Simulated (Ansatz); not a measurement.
SnTe: electron localisation function with r2SCAN+rVV10

Crystal: SnTe.

```
CELL_PARAMETERS angstrom
0.00000 3.10827 3.10827
3.10827 0.00000 3.10827
3.10827 3.10827 0.00000
ATOMIC_POSITIONS crystal
Te 0.50000 0.50000 0.50000
Sn 0.00000 0.00000 0.00000
```

The cell isn't the ideal one: volume scaled by 0.96.

```json
{
 "Program": "Ansatz 0.2.0",
 "Task": "electron localisation function",
 "Functional": "r2SCAN",
 "Dispersion": "rVV10",
 "Potentials or basis": "Ansatz PAW",
 "Cutoff": "500 eV",
 "Density cutoff": "2500 eV",
 "k mesh": "7 × 7 × 7",
 "Occupations": "gaussian, width 0.02 eV",
 "Spin": "collinear spin, ferromagnetic start",
 "Starting moments": "[0.5, 0.0] μB",
 "Driver": "chain"
}
```

| Item | Value |
| --- | --- |
| Pressure | 2.8 GPa |
| Net moment | 0.00 μB per cell |
| Absolute moment | 0.00 μB per cell |

Levels at points of the mesh, in eV from the Fermi level:
Spin up:
```
           k point  band 13  band 14  band 15  band 16  band 17  band 18
(0.00, 0.00, 0.00)    -2.68    -2.68    -2.68     3.45     3.45     3.45
```
Spin down:
```tsv
k point	band 12	band 13	band 14	band 15	band 16	band 17	band 18	band 19
(0.00, 0.00, 0.00)	-4.61	-2.68	-2.68	-2.68	3.45	3.45	3.45	4.80
```

Run time: 16 s on 2 threads of Intel(R) Xeon(R) Platinum 8259CL CPU @ 2.50GHz (Skylake/Cascade Lake), with other jobs on the host, peak memory 0.74 GiB.

Caveat: this odd mesh misses L, where the gap lies, so gap, dielectric constants and Born charges aren't listed; the PAW data sets were made with another functional, which shifts forces and pressure a little; the starting moments weren't kept. The run has no spin-orbit coupling, so splittings on Te are missing.
